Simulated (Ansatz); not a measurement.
# BN (R3m) in Ansatz: a series of runs, part 2 of 2

Ansatz 0.2.0. The steps go on from the part before.

### Step 5. Band structure, PBEsol

The input, input.yaml:

```yaml
crystal:
  lattice:
    - [1.2511217832, 0.7223354983, 3.3729344033]
    - [-1.2511217832, 0.7223354983, 3.3729344033]
    - [0.0, -1.4446709966, 3.3729344033]
  atoms:
    - { symbol: "N", position: [0.6672382, 0.6672382, 0.6672382] }
    - { symbol: B, position: [0.0003288, 0.0003288, 0.0003288] }
hamiltonian:
  xc: pbesol
  pseudopotentials: { kind: paw }
kpoints:
  mp_grid: { grid: [12, 12, 12] }
  band_path:
    path:
      - [[0.0, 0.0, 0.0], [0.5, 0.0, 0.0], [0.5, 0.1972419765, -0.1972419765]]
      - [[0.8027580235, 0.5, 0.1972419765], [0.5, 0.5, 0.5], [0.0, 0.0, 0.0], [0.3486209883, 0.0, -0.3486209883]]
      - [[0.6513790117, 0.3486209883, 0.0], [0.5, 0.5, 0.0], [0.6513790117, 0.6513790117, 0.1972419765], [0.5, 0.5, 0.5]]
      - [[0.5, 0.0, 0.0], [0.8027580235, 0.3486209883, 0.3486209883]]
    npoints: 14
scf:
  occupations: { method: fermi_dirac, width: 0.05 }
  n_extra_bands: 6
output:
  forces: true
  stress: true
  eigenvalues: true
  fatbands: false
  write_density: true
  write_potential: true
  elf: true
  volumetric_format: npy
```

Potentials or basis: Ansatz PAW.

Launch:

```bash
> ansatz run input.yaml --threads 2 --pin off --max-ram 5632MiB --backend cpu --events-out ev --progress --plain --runs-dir out
```

Log:

```text
Warning: RAYON_NUM_THREADS=2 ignored (pool sized by the plan → 2); use --threads N
basis.fft_grid_basis auto: the FFT boxes are laid along the combinations [[1, -1, 0], [0, 1, 0], [0, -1, 1]] of the cell's own vectors, 2.502, 3.669 and 2.502 Å long. The dense box has 18×25×18 points. Along the cell's own vectors, as sized, it would have 25×25×25, 1.93 times as many. Of the 6 symmetry operations that the crystal satisfies within crystal.symmetry.tolerance (time reversal apart; of a slab, those that keep its plane) the dense box along the cell's own vectors carries 6, and the one as laid loses 4 of those. basis.fft_grid_basis: typed keeps the cell's own vectors: state it where this run's energies or levels are differenced outside the engine with another run's, or held beside a run that keeps those vectors. Those combinations have planes normal to reciprocal vector 3, as the cell's own vectors have. Each planar average written beside output.write_density, output.write_potential has a row for each plane of the box: 18. The volumetric files lie along those combinations, not along the cell's own vectors: a cube or XSF file states them, and fields.json those of NumPy files.
scf.n_extra_bands = 6 over 4 filled bands (N_el = 8.0): the run solves 10 bands
Engine: ansatz 0.2.0, aarch64-unknown-linux-gnu
Pseudopotentials: kind: paw
Pseudopotential: N, paw, valence charge 5, recommended cutoff 420 eV (normal), N.paw.azcp
Pseudopotential: B, paw, valence charge 3, recommended cutoff 420 eV (normal), B.paw.azcp
Functional definition: PBEsol
  exchange = pbesol_x
  correlation = pbesol_c
Crystal: 2 atoms, lattice volume = 18.289 Å³
Basis set: ecut = 420 eV, 359 PW (Γ), FFT grids on a1−a2, a2, −a2+a3, exchange–correlation on 36×50×36 points (8 copies of the dense FFT grid, shifted against one another)
Bands: 10, of which v1, the nominal top of the filled ones, is band 4 counted from 1 (3 counted from 0)
Symmetry: 6 space group operations
Space group: R3m (ITA 160), of the structure as read, at distance tolerance 2.6e-5 Å
k-points: 189 of 1728 (time reversal used)
Non-local potential: N, projectors of the file, l = 0: 2, l = 1: 2, l = 2: 1
Non-local potential: B, projectors of the file, l = 0: 2, l = 1: 2, l = 2: 1
PAW form: soft (Blöchl's): semilocal exchange-correlation on the pseudo side does not see the compensation charge
PAW frozen core: N, regenerated for the run's functional, and the local potential with it (the file was generated under x = pbe(κ = 0.804, μ = 0.2195149727645171), c = pbe(β = 0.06672455060314922))
[... 23 lines left out ...]
--- Per-component energies (eV) ---
  E_band       = -20.902055
  E_kinetic    = 182.841891
  E_local      = -353.564941  (includes V_loc(G=0)·N_el)
  E_nonlocal   = 58.018733
  E_hartree    = 114.234492
  E_xc         = -91.228673
  E_vxc        = -113.682385  (∫ρ·V_xc dr)
  E_paw        = -198.938116  (= ΣΔE_a)
  E_vpaw       = -22.984676  (= ΣTr[D̂ρ^β])
  E_aug_tail   = 0.000095  (compensation charges beyond the density's cutoff)
  E_ewald      = -245.184997
  E_core_change = 0.042810  (= ΣΔE_core)
  E_smearing   = -0.000000  (= −TS)
  E_closure    = -0.000000  (closes the sum)
  Σ components = -533.778706   (vs F -533.778706, Δ=0.00e0)
--- Forces (eV/Å), atoms counted from 1 ---
  atom   1  N      0.00000000    -0.00000000    -0.00277302
  atom   2  B      0.00000000     0.00000000     0.00273713
  max |Σ_I F_I| component: 3.59e-5 eV/Å
--- Stress (GPa, compression-positive) ---
        0.846890       0.000000      -0.000000
        0.000000       0.846890      -0.000000
       -0.000000      -0.000000       0.471425
  P = ⅓ Tr σ = 0.7217 GPa (7.217 kbar)
--- Band table (eV; the first three rows and the last of 189) ---
  k-point 0: bands = ["-13.2513", "0.2804", "3.2212", "3.2212", "9.4554", "16.1433", "16.1433", "17.5885", "19.1863", "30.1224"]
  k-point 1: bands = ["-13.1130", "0.4294", "2.6513", "2.9620", "9.7380", "16.0611", "16.7360", "17.1174", "19.6267", "30.2075"]
  k-point 2: bands = ["-12.7055", "0.8626", "1.2324", "2.3313", "10.4820", "15.7885", "15.9748", "18.3468", "20.6764", "27.4749"]
  k-point 188: bands = ["-12.9842", "-1.7218", "3.2037", "3.2037", "14.4567", "16.0713", "16.0713", "16.6929", "20.7102", "25.9052"]
```

Run time: 3.5 s. Hardware: 2 threads of Arm Neoverse V1, shared host; peak memory 0.31 GiB.

Results:

```yaml
Free_energy: -533.7787 eV
Pressure: 0.7 GPa
Band_gap_on_the_k_mesh: 4.19 eV, indirect (least direct gap 4.64 eV)
Band_gap_along_the_path: 4.14 eV, indirect (least direct gap 4.64 eV)
```

Forces on the atoms (eV/Å):
```
N    0.000  0.000 -0.003
B    0.000  0.000  0.003
```

Stress tensor (GPa, compression positive):
```
0.85 0.00 0.00
0.00 0.85 0.00
0.00 0.00 0.47
```

Levels at the corners of the path, in eV from the valence-band top:
| point | band 1 | band 2 | band 3 | band 4 | band 5 | band 6 | band 7 | band 8 |
| --- | --- | --- | --- | --- | --- | --- | --- | --- |
| Γ | -17.78 | -4.25 | -1.31 | -1.31 | 4.92 | 11.61 | 11.61 | 13.06 |
| L | -14.56 | -8.99 | -4.11 | -0.65 | 5.17 | 9.81 | 12.82 | 14.81 |
| B1 | -14.01 | -8.02 | -6.91 | -0.43 | 4.72 | 12.19 | 13.94 | 15.84 |
| B | -14.01 | -8.02 | -6.91 | -0.43 | 4.72 | 12.19 | 13.94 | 15.84 |
| Z | -17.52 | -6.25 | -1.33 | -1.33 | 9.93 | 11.54 | 11.54 | 12.16 |
| Γ | -17.78 | -4.25 | -1.31 | -1.31 | 4.92 | 11.61 | 11.61 | 13.06 |
| X | -13.95 | -8.01 | -7.08 | -0.16 | 4.54 | 12.12 | 13.70 | 16.24 |
| Q | -13.95 | -8.01 | -7.08 | -0.16 | 4.54 | 12.12 | 13.70 | 16.24 |
| F | -14.49 | -8.86 | -4.17 | -1.23 | 4.14 | 9.81 | 14.01 | 17.33 |
| P1 | -14.61 | -8.72 | -4.11 | -1.56 | 4.88 | 9.87 | 14.09 | 16.38 |
| Z | -17.52 | -6.25 | -1.33 | -1.33 | 9.93 | 11.54 | 11.54 | 12.16 |
| L | -14.56 | -8.99 | -4.11 | -0.65 | 5.17 | 9.81 | 12.82 | 14.81 |
| P | -14.61 | -8.72 | -4.11 | -1.56 | 4.88 | 9.87 | 14.09 | 16.38 |

Caveat: the pressure holds a Pulay correction of +0.6 GPa for the finite cutoff; the PAW data sets come from PBE, with cores solved anew for the run's functional, which leaves a small shift of forces and pressure.

### Step 6. Summary

| level | cutoff (eV) | gap on the mesh (eV) | pressure (GPa) |
| --- | --- | --- | --- |
| r2SCAN | 500 | 4.80 | -0.3 |
| PBE | 420 | 4.29 | 3.6 |
| LDA | 420 | 4.11 | -4.2 |
| PBEsol | 420 | 4.19 | 0.7 |

Alike in all rows: task band structure; potentials or basis Ansatz PAW; no spin polarisation; cell as given; k mesh 12 × 12 × 12; smearing fermi-dirac 0.05 eV.

On the cell as given the gap runs from 4.06 eV (LDA) to 4.76 eV (r2SCAN). The pressure there spans -4.2 GPa (LDA) to 3.6 GPa (PBE); a positive pressure means that this level wants a larger cell, a negative one a smaller.

Caveats: the PAW data sets come from PBE, with cores solved anew for the run's functional, which leaves a small shift of forces and pressure (some runs); the k mesh misses the band edges, so the gap on the mesh is wider than the one along the path (some runs).

Total energies depend on the potentials used, so only differences within one code and one set of settings carry meaning.
